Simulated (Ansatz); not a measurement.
## Stability checks on a candidate for Li

The cell was reached from a generator's guess, though it ends in a space group that the Crystallography Open Database lists for this formula.

Computed with DFT PBE, scalar-relativistic, plane waves, PAW in Ansatz. The final run on the 10-atom cell used 420 eV, a Γ-centred 8×8×8 mesh, 0.10 eV smearing and no spin polarisation.

```
CELL_PARAMETERS angstrom
3.05323 0.00000 0.00000
-1.52662 2.64418 0.00000
0.00000 0.00000 5.01060
ATOMIC_POSITIONS crystal
Li 0.66667 0.33333 0.75000
Li 0.33333 0.66667 0.25000
```

Energies count from the standard state of Li at the same level.

**Question.** These tests were run: phonons at Γ; elastic tensor. What do they show?

**Answer.**

```
          test                        result
  phonons at Γ  lowest optical mode 123 cm⁻¹
elastic tensor        least eigenvalue 4 GPa
```

It fails none of these tests outright. Other phases of the system weren't compared here, so this isn't yet thermodynamic stability. Phonons away from Γ weren't computed. Undecided within the accuracy: elastic tensor.

The end has Cmcm (No. 63) at a tolerance of 0.01 Å; the cell shown is made exact in the group found at 0.05 Å. For metals, differences of a few meV/atom aren't resolved. The run for the phonons used an 8×8×8 k mesh and Fermi–Dirac smearing of 0.15 eV. The run for the elastic tensor used an 8×8×8 k mesh and Fermi–Dirac smearing of 0.15 eV.
